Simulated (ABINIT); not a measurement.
The system is ZnSe (Stilleite).

```xyz
2
Lattice="0.0000 2.8338 2.8338 2.8338 0.0000 2.8338 2.8338 2.8338 0.0000" Properties=species:S:1:pos:R:3 pbc="T T T"
Se    4.2507    4.2507    4.2507
Zn    0.0000    0.0000    0.0000
```

Base run:

```yaml
Program: ABINIT 10.8.3 (patched build)
Functional: LDA
Potentials_or_basis: JTH PAW LDA v2.0
Cutoff: 544 eV
k_mesh: 8 × 8 × 8
Occupations: fermi-dirac, width 0.05 eV
Spin: no spin polarisation
```

Its results: band gap on the k mesh 1.03 eV, direct.

Q: The run is repeated on the same cell with these changes: k mesh from 8 × 8 × 8 to 3 × 3 × 3. What comes out?

A: Band gap on the k mesh 0.97 eV, direct.

Caveats: some runs use coarse meshes; an odd mesh through Γ misses points on the zone boundary, where band edges often lie (some runs).

Not every run made on this cell is shown here.
